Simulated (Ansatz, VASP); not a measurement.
**CaO: VASP beside Ansatz**

```
Ca O
1.0
     0.00000    2.38357    2.38357
     2.38357    0.00000    2.38357
     2.38357    2.38357    0.00000
Ca O
1 1
Direct
  0.00000 0.00000 0.00000
  0.50000 0.50000 0.50000
```

Alike in both runs: functional PBEsol; k mesh 8 × 8 × 8; occupations gaussian, width 0.02 eV; no spin polarisation.

Ansatz relaxed the structure, and its values are those at the end. VASP's run is a single point on that final structure, the one shown.

|  | VASP | Ansatz |
| --- | --- | --- |
| version | VASP 6.6.1 | Ansatz 0.2.0 |
| potentials or method | VASP PAW PBE potentials, release 64 (Ca_sv, O) | scalar-relativistic, plane waves, PAW |
| plane-wave cutoff (eV) | 520 | 420 |
| valence electrons in the cell | 16 | 16 |

Ansatz gave:

* gap on the k mesh at the Fermi level (eV): 3.54
* least direct gap on the mesh (eV): 3.92
* pressure (GPa): 0.0

Q: Which values does VASP return?

A: gap on the k mesh at the Fermi level (eV): 3.52; least direct gap on the mesh (eV): 3.89; pressure (GPa): 0.7.

With one functional, cell and mesh, what is left measures potentials, basis and numerics.

Caveats: the PAW data sets were made with another functional, which shifts forces and pressure a little (VASP). As with any semilocal functional, this PBEsol gap is likely too small. A k mesh can miss the band edges.
